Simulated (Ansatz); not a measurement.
CH3 on the (110) surface of Ta, space group Im-3m (No. 229) (top face towards +c; held atoms: 1, 2, 3, 4), one molecule per 30.5 Å². Starting structure (open bond down, lowest atom C over a top Ta site; the molecule's atoms stand last):

```xyz
16
Lattice="5.6897 0.0000 0.0000 -1.8966 5.3643 0.0000 0.0000 0.0000 23.0184" Properties=species:S:1:pos:R:3 pbc="T T T"
Ta    0.9483    1.3411    8.0000
Ta    0.0000    4.0232    8.0000
Ta    3.7931    1.3411    8.0000
Ta    2.8448    4.0232    8.0000
Ta    1.8966    2.6821   10.2767
Ta    2.8448    0.0000   10.2767
Ta   -0.9483    2.6821   10.2767
Ta    0.0000    0.0000   10.2767
Ta    2.8448    4.0232   12.5490
Ta    3.7931    1.3411   12.5490
Ta    0.0000    4.0232   12.5490
Ta    0.9483    1.3411   12.5490
C     0.9483    1.3411   15.1090
H     0.7460    0.3370   15.4818
H     1.9190    1.6679   15.4818
H     0.1799    2.0183   15.4818
```

Computed with DFT PBE+D3(BJ), scalar-relativistic, plane waves, PAW (Ansatz). Settings: cutoff 420 eV, Γ-centred mesh 4×4×1 on the computed 16-atom cell, Gaussian smearing of 0.10 eV; collinear spin. The cell repeats along c with a dipole correction in the vacuum.

E_ads is per molecule, from the clean relaxed slab and the free relaxed molecule; negative means bound; no zero-point or thermal terms, forces under 0.04 eV/Å, and the free molecule is spin-polarised where open-shell. Heights count from the highest slab atom.

Question: What does it relax to?

Answer: E_ads = -3.04 eV; the molecule stays whole. Final structure after 18 steps:

```xyz
16
Lattice="5.6897 0.0000 0.0000 -1.8966 5.3643 0.0000 0.0000 0.0000 23.0184" Properties=species:S:1:pos:R:3 pbc="T T T"
Ta    0.9483    1.3411    8.0000
Ta    0.0000    4.0232    8.0000
Ta    3.7931    1.3411    8.0000
Ta    2.8448    4.0232    8.0000
Ta    1.8891    2.6820   10.2575
Ta    2.8415    0.0022   10.3059
Ta   -0.9565    2.6886   10.2542
Ta   -0.0024    0.0078   10.2575
Ta    2.8576    4.0146   12.4646
Ta    3.7957    1.3712   12.5997
Ta   -0.0270    4.0109   12.6006
Ta    0.9328    1.3530   12.5393
C     2.2964    0.3889   14.2627
H     2.2635   -0.6554   14.6906
H     3.2692    0.7691   14.6908
H     1.5195    0.9372   14.8393
```

Each end is the local minimum that its start leads to.